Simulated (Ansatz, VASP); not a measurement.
# C: VASP beside Ansatz

```
C
1.0
     0.00000    1.78337    1.78337
     1.78337    0.00000    1.78337
     1.78337    1.78337    0.00000
C
2
Direct
  0.00000 0.00000 0.00000
  0.25000 0.25000 0.25000
```

This isn't the form of C at room conditions, which is graphite.

Alike in both runs: task relaxation of cell and atoms; functional PBE; k mesh 10 × 10 × 10; occupations fermi-dirac, width 0.05 eV; no spin polarisation.

```csv
,VASP,Ansatz
version,VASP 6.6.1,Ansatz 0.2.0
potentials or method,"VASP PAW PBE potentials, release 64 (C)","plane waves, PAW"
plane-wave cutoff (eV),600,450
valence electrons in the cell,8,8
```

Ansatz gave:

```
relaxed volume (Å³/atom)                                     : 5.70
relaxed cell length with the largest relative difference (Å) : 2.526
```

Problem. What did VASP give for the same quantities?

Solution. Relaxed volume (Å³/atom): 5.69; relaxed cell length with the largest relative difference (Å): 2.525.

PBE usually gives volumes a little too large and moduli too small. Zero-point motion and thermal expansion aren't in these numbers.
